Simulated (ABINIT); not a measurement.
Zr:

```
CELL_PARAMETERS angstrom
-1.81000 1.81000 1.81000
1.81000 -1.81000 1.81000
1.81000 1.81000 -1.81000
ATOMIC_POSITIONS crystal
Zr 0.00000 0.00000 0.00000
```

This isn't the form of Zr at room conditions, which is hcp.

```yaml
Program: ABINIT 10.8.3 (patched build)
Task: single point
Functional: PBE
Potentials_or_basis: JTH PAW PBE v2.0
Cutoff: 463 eV
k_mesh: 10 × 10 × 10
Occupations: fermi-dirac, width 0.05 eV
Spin: no spin polarisation
```

On this cell: pressure -3.4 GPa; band gap on the k mesh none (metal or under the smearing width).

The same run follows on a disturbed copy (cell strained at random at fixed volume):

```
Zr
1.0
    -1.84427    1.86024    1.77457
     1.87912   -1.87150    1.82068
     1.75054    1.77777   -1.78583
Zr
1
Direct
  0.02239 0.99601 0.01201
```

Q: What does the disturbed cell give?

A: The energy (extrapolated to zero smearing) moves by +5.7 meV/atom; pressure -3.4 GPa; band gap on the k mesh none (metal or under the smearing width).

Stress tensor (GPa, compression positive):
```
-3.34  1.40 -0.58
 1.40 -3.35  0.35
-0.58  0.35 -3.50
```
